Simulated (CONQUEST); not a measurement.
The system is KI.

```
CELL_PARAMETERS angstrom
4.99610 0.00000 0.00000
0.00000 4.99610 0.00000
0.00000 0.00000 7.06555
ATOMIC_POSITIONS crystal
I 0.49403 0.49555 0.00805
I 0.99403 0.99555 0.50805
K 0.00223 0.00404 0.00286
K 0.50223 0.50404 0.50286
```

The cell isn't the ideal one: atoms moved at random, drawn with an rms of 0.05 Å.

Base run:

| Property | Result |
| --- | --- |
| Program | CONQUEST 1.3 |
| Functional | PBE |
| Potentials or basis | PseudoDojo NC PBE, DZP, multi-site functions of range 5 bohr, grid cutoff 120 Ha |
| k mesh | 6 × 6 × 4 |
| Occupations | fermi-dirac, width 0.05 eV |
| Spin | no spin polarisation |

Its results: band gap on the k mesh 4.60 eV; pressure 0.7 GPa; largest force 0.088 eV/Å.

Problem. After a change of settings the same cell gave: band gap on the k mesh 4.02 eV; pressure 0.8 GPa; largest force 0.081 eV/Å. Which change was it?
A. potentials or basis from PseudoDojo NC PBE, DZP, multi-site functions of range 5 bohr, grid cutoff 120 Ha to PseudoDojo NC PBE, DZP, multi-site functions of range 8 bohr, grid cutoff 120 Ha
B. potentials or basis from PseudoDojo NC PBE, DZP, multi-site functions of range 5 bohr, grid cutoff 120 Ha to PseudoDojo NC PBE, DZP, multi-site functions of range 6.5 bohr, grid cutoff 120 Ha
C. potentials or basis from PseudoDojo NC PBE, DZP, multi-site functions of range 5 bohr, grid cutoff 120 Ha to PseudoDojo NC PBE, DZP, multi-site functions of range 3 bohr, grid cutoff 120 Ha
D. potentials or basis from PseudoDojo NC PBE, DZP, multi-site functions of range 5 bohr, grid cutoff 120 Ha to PseudoDojo NC PBE, DZP, multi-site functions of range 12 bohr, grid cutoff 120 Ha

Solution. D.

Caveats: multi-site functions contract the basis, which raises the energy a little and makes forces and stress less exact; spin-orbit coupling is left out, which moves the levels of the heavy elements; the basis of atomic orbitals isn't converged, which shifts pressures, moduli and gaps.
